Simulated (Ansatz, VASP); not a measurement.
**CuO: VASP beside Ansatz**

The input INCAR:

```
SYSTEM = CuO
ALGO = Fast
EDIFF = 1E-6
EDIFFG = -0.02
ENCUT = 600
GGA = PE
IBRION = 2
ISIF = 3
ISMEAR = -1
LASPH = .TRUE.
LCHARG = .FALSE.
LREAL = .FALSE.
LWAVE = .FALSE.
NELM = 60
NSW = 40
PREC = Accurate
SIGMA = 0.05
```

File KPOINTS:

```
k-points
0
G
  11 11 10
  0 0 0
```

Contents of POSCAR:

```
CuO
1.0
    2.8363251100      0.0000000000      0.0000000000
   -1.4181625500      2.4563296000      0.0000000000
    0.0000000000      0.0000000000      2.7681127800
Cu O
1 1
Direct
    0.0000000000      0.0000000000      0.0000000000
    0.6666666667      0.3333333333      0.5000000000
```

input.yaml

```yaml
crystal:
  lattice:
    - [2.83632511, 0.0, 0.0]
    - [-1.41816255, 2.4563296, 0.0]
    - [0.0, 0.0, 2.76811278]
  atoms:
    - { symbol: Cu, position: [0.0, 0.0, 0.0] }
    - { symbol: O, position: [0.6666666667, 0.3333333333, 0.5] }
hamiltonian:
  xc: pbe
  pseudopotentials: { kind: paw }
kpoints:
  mp_grid: { grid: [11, 11, 10] }
scf:
  occupations: { method: fermi_dirac, width: 0.05 }
output:
  forces: true
  stress: true
  eigenvalues: true
  write_density: true
  write_potential: true
  elf: true
  volumetric_format: npy
relax:
  f_tol: 0.01
  max_steps: 40
  cell: { stress_tol: 0.05 }
```

Measurements of this composition are mostly on another form, of space group No. 15.

Alike in both runs: task relaxation of cell and atoms; functional PBE; k mesh 11 × 11 × 10; occupations fermi-dirac, width 0.05 eV; no spin polarisation.

|  | VASP | Ansatz |
| --- | --- | --- |
| version | VASP 6.6.1 | Ansatz 0.2.0 |
| potentials or method | VASP PAW PBE potentials, release 54 (Cu, O) | Ansatz PAW |
| plane-wave cutoff (eV) | 600 | 420 |
| valence electrons in the cell | 17 | 25 |

|  | VASP | Ansatz | Ansatz less VASP |
| --- | --- | --- | --- |
| gap on the k mesh at the Fermi level, each at its own relaxed structure (eV) | none | none | - |
| relaxed volume (Å³/atom) | 9.70 | 9.69 | -0.008 |
| relaxed cell length with the largest relative difference (Å) | 2.886 | 2.885 | -0.0009 |
| energy change over the relaxation (meV/atom) | -10 | -9 | +0.2 |

A gap of «none» marks a metal or a gap that the smearing closes. The two sets of potentials don't hold the same shells in valence.

Caveats: an odd number of electrons without spin polarisation forces a metal; a magnetic or distorted state may lie lower; the run has no spin polarisation, though such a crystal can be magnetic; semilocal functionals often make such compounds metallic where correlation or magnetic order opens a gap, which also shifts bond lengths; the plane-wave basis is chosen anew once the cell has moved, so the energies of steps on either side of that aren't comparable (Ansatz); the pressure holds a Pulay correction of +0.7 GPa for the finite cutoff (Ansatz). With open d or f shells a metallic result of PBE can be an artefact of self-interaction; +U or a hybrid may open a gap.
